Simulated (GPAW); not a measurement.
# HgTe (Coloradoite) (F-43m) in GPAW: notebook, part 3 of 3

GPAW 26.7.0.

### Step 6. Band structure, PBEint, spin-orbit coupling, no magnetisation

The input, run.py:

```python
import numpy as np
from ase.dft.bandgap import bandgap
from ase.io import write
from ase.spacegroup import crystal
from ase.units import GPa
from gpaw import GPAW, PW, setup_paths
from gpaw.spinorbit import soc_eigenstates

setup_paths.insert(0, '.')

# Hg 4a
# Te 4c
atoms = crystal(['Hg', 'Te'],
                basis=[[0.0, 0.0, 0.0],
                       [0.25, 0.25, 0.25]],
                spacegroup=216, setting=1,  # F-43m
                cellpar=[6.429, 6.429, 6.429, 90.0, 90.0, 90.0],
                primitive_cell=True)

calc = GPAW(mode=PW(600),
            xc='GGA_X_PBEINT+GGA_C_PBEINT',
            kpts={'size': (6, 6, 6), 'gamma': True},
            occupations={'name': 'fermi-dirac', 'width': 0.05},
            nbands=18,
            convergence={'density': 1e-05, 'energy': 1e-05},
            maxiter=150,
            txt='gpaw.txt')
atoms.calc = calc
energy = atoms.get_potential_energy()
forces = atoms.get_forces()
stress = atoms.get_stress()
calc.write('gs.gpw')
write('result.traj', atoms)
print(f'Energy: {energy:.6f} eV')
print('Forces (eV/A):')
print(forces.round(4))
print('Stress (GPa):', (stress / GPa).round(3))
print('Fermi level:', round(calc.get_fermi_level(), 4), 'eV')
print(f'Gap: {bandgap(calc)[0]:.4f} eV, direct: {bandgap(calc, direct=True)[0]:.4f} eV')

path = atoms.cell.bandpath('GXWKGLUWLK,UX', npoints=80, eps=1e-4)
bs_calc = calc.fixed_density(kpts=path, symmetry='off', nbands=31,
                             convergence={'bands': 'CBM+6.0', 'eigenstates': 1e-6}, txt='bands.txt')
bs = bs_calc.band_structure()
bs.write('bs.json')
print(f'Gap on the path: {bandgap(bs_calc)[0]:.4f} eV')

soc = soc_eigenstates(bs_calc, theta=0, phi=0)
np.savetxt('soc_bands.dat', soc.eigenvalues(), fmt='%.4f')
mesh = soc_eigenstates('gs.gpw', theta=0, phi=0)
np.savetxt('soc_mesh.dat', mesh.eigenvalues(), fmt='%.4f')
print('Fermi level with spin-orbit coupling:', round(mesh.fermi_level, 4), 'eV')
```

Potentials or basis: PAW data sets generated in the run's folder for this functional, pw.

Command:

```console
$ gpaw-setup -f GGA_X_PBEINT+GGA_C_PBEINT Hg Te
$ OMP_NUM_THREADS=1 python run.py
```

gpaw.txt:

```text
__  _  _
 | _ |_)|_||  |
 |__||  | ||/\| - 26.7.0

Input parameters:
  mode=PW(ecut=600.0),
  convergence={'density': 1e-05, 'energy': 1e-05},
  kpts=MonkhorstPack(size=(6, 6, 6), gamma=True),
  maxiter=150,
  nbands=18,
  occupations=Occupations(name='fermi-dirac', width=0.05),
  xc=XC(name='GGA_X_PBEINT+GGA_C_PBEINT')

Diagonalizing LCAO Hamiltonian
Converting LCAO to pw mode

            Te

       Hg

Atoms  # Å, Bohr magnetons
|   | symbol |        x |        y |        z |    initial magnetic moments |
|---|--------|----------|----------|----------|-----------------------------|
| 0 |     Hg | 0.000000 | 0.000000 | 0.000000 | ( 0.0000,  0.0000,  0.0000) |
| 1 |     Te | 1.607250 | 1.607250 | 1.607250 | ( 0.0000,  0.0000,  0.0000) |

Unit cell  # Å
| periodic |        x |        y |        z |  lengths |    angles |
|----------|----------|----------|----------|----------|-----------|
|      yes | 0.000000 | 3.214500 | 3.214500 | 4.545989 | 60.000000 |
|      yes | 3.214500 | 0.000000 | 3.214500 | 4.545989 | 60.000000 |
|      yes | 3.214500 | 3.214500 | 0.000000 | 4.545989 | 60.000000 |

Number of symmetries: 24
Symmetry operations  # r_c * U_cc + t_c -> r_c
|    | kind |            matrix            |
|----|------|------------------------------|
|  0 |  E   |  1, 0, 0,  0, 1, 0,  0, 0, 1 |
|  1 |  σ   |  1, 0, 0,  0, 0, 1,  0, 1, 0 |
|  2 |  σ   |  1, 0,-1,  0, 1,-1,  0, 0,-1 |
|  3 |  C3  |  1, 0,-1,  0, 0,-1,  0, 1,-1 |
|  4 |  C3  |  1,-1, 0,  0,-1, 1,  0,-1, 0 |
|  5 |  σ   |  1,-1, 0,  0,-1, 0,  0,-1, 1 |
|  6 |  σ   |  0, 1, 0,  1, 0, 0,  0, 0, 1 |
|  7 |  C3  |  0, 1, 0,  0, 0, 1,  1, 0, 0 |
[... 146 lines left out ...]
maximum number of iterations: 150

SCF iterations
|iter     | |      energy | eigst |  dens |
|---------|-|-------------|-------|-------|
|iter:   1| |   -4.976504 | -0.08 |       |
|iter:   2| |   -4.934285 | -2.03 | -1.43 |
|iter:   3| |   -4.817752 | -1.96 | -1.47 |
|iter:   4| |   -4.828478 | -2.69 | -1.87 |
|iter:   5| |   -4.834803 | -2.97 | -2.21 |
|iter:   6| |   -4.835154 | -4.31 | -3.34 |
|iter:   7| |   -4.835233 | -4.76 | -3.74 |
|iter:   8| |   -4.835234c| -6.47 | -4.24 |
|iter:   9| |   -4.835235c| -6.95 | -4.89 |
|iter:  10| |   -4.835235c| -7.58c| -5.44c|

Converged in 10 steps
Energy contributions relative to reference atoms: (reference = -717728.684664)

Energy contributions:
  Kinetic:          29.467911
  Coulomb:         -24.428868
  Zero:             -2.030442
  External:          0.000000
  Xc:               -7.843363
  Entropy:          -0.000946
  Spinorbit:         0.000000
  ----------------------------
  Free energy:      -4.835708
  Extrapolated:     -4.835235

dipole moment: (-26.996635, -26.996635, -26.996635)  # |e|*Ang

Fermi level: 4.668
Eigenvalues  # (at kpt = [0.000, 0.000, 0.000])
| band index |      eig [eV] | occ [0-2] |
|------------|---------------|-----------|
|          0 |       -58.904 |     2.000 |
|        ... |               |           |
|          5 |        -2.916 |     2.000 |
|          6 |        -2.916 |     2.000 |
|          7 |        -2.387 |     2.000 |
|          8 |        -2.387 |     2.000 |
|          9 |         4.054 |     2.000 |
|         10 |         4.632 |     1.346 |
|         11 |         4.632 |     1.346 |
|         12 |         4.632 |     1.346 |
|         13 |         8.836 |     0.000 |
|         14 |         8.836 |     0.000 |
|         15 |         8.836 |     0.000 |
|         16 |        11.136 |     0.000 |
|         17 |        14.326 |     0.000 |

No gap
No difference between direct/indirect transitions

Forces  # eV/Ang
|       x |        y |        z |
|---------|----------|----------|
| 0.00000 | -0.00000 | -0.00000 |  # Hg   0
| 0.00000 |  0.00000 |  0.00000 |  # Te   1

Stress tensor  # eV/Ang^3
|         x |         y |         z |
|-----------|-----------|-----------|
| -0.016311 | -0.000000 |  0.000000 |
| -0.000000 | -0.016311 |  0.000000 |
|  0.000000 |  0.000000 | -0.016311 |

# Writing to gs.gpw (mode='')
```

stdout:

```text
Energy: -4.835235 eV
Forces (eV/A):
[[ 0. -0. -0.]
 [ 0.  0.  0.]]
Stress (GPa): [-2.613 -2.613 -2.613  0.     0.    -0.   ]
Fermi level: 4.6681 eV
Gap: 0.0000 eV, direct: 0.0000 eV
Gap on the path: 0.0000 eV
Fermi level with spin-orbit coupling: 4.9617 eV
```

bands.txt:

```text
Diagonalizing LCAO Hamiltonian
Converting LCAO to pw mode
convergence criteria:
- Maximum integral of absolute [eigenst]ate change: 1e-06 eV^2 / valence electron
maximum number of iterations: 150

SCF iterations
|iter     | |      energy | eigst |  dens |
|---------|-|-------------|-------|-------|
[... 86 lines left out ...]
         [0.40277778, 0.40277778, 0.69444444],
         [0.38888889, 0.38888889, 0.72222222],
         [0.375     , 0.375     , 0.75      ],
         [0.625     , 0.25      , 0.625     ],
         [0.59375   , 0.1875    , 0.59375   ],
         [0.5625    , 0.125     , 0.5625    ],
         [0.53125   , 0.0625    , 0.53125   ],
         [0.5       , 0.        , 0.5       ]])),
  maxiter=150,
  nbands=31,
  occupations=Occupations(name='fermi-dirac', width=0.05),
  symmetry=Symmetry(point_group=False, time_reversal=False),
  xc=XC(name='GGA_X_PBEINT+GGA_C_PBEINT')
```

Run time: 81 s. Hardware: 1 thread of Arm Neoverse V1, shared host; peak memory 0.34 GiB.

Results:

```yaml
Free_energy: -4.8357 eV
Pressure: 2.6 GPa
Band_gap_along_the_path: none (metal or under the smearing width)
```

Levels at the corners of the path, in eV from the Fermi level:
```tsv
point	band 22	band 23	band 24	band 25	band 26	band 27
Γ	-0.87	-0.01	-0.01	-0.01	-0.01	3.02
X	-2.76	-2.60	-2.59	1.64	1.64	2.13
W	-3.02	-2.91	-2.85	2.68	3.15	4.24
K	-3.33	-2.27	-2.24	1.88	2.05	3.67
Γ	-0.87	-0.01	-0.01	-0.01	-0.01	3.02
L	-1.65	-1.02	-1.02	0.44	0.44	4.45
U	-3.33	-2.27	-2.24	1.88	2.05	3.67
W	-3.02	-2.91	-2.85	2.68	3.15	4.24
L	-1.65	-1.02	-1.02	0.44	0.44	4.45
K	-3.33	-2.27	-2.24	1.88	2.05	3.67
U	-3.33	-2.27	-2.24	1.88	2.05	3.67
X	-2.76	-2.60	-2.59	1.64	1.64	2.13
```

Caveat: spin-orbit coupling was added after a scalar SCF, so levels and gaps hold it while energy, forces, pressure and moments don't; this program's spin-orbit splittings come out too wide for heavy elements.

### Step 7. Against experiment

Step 5. A measured bulk modulus of HgTe is 43 GPa (a printed reference work, monograph); the calculated 45 GPa misses it by +4.5 %. The fit is for a static lattice scaled at fixed shape and fixed fractional positions.
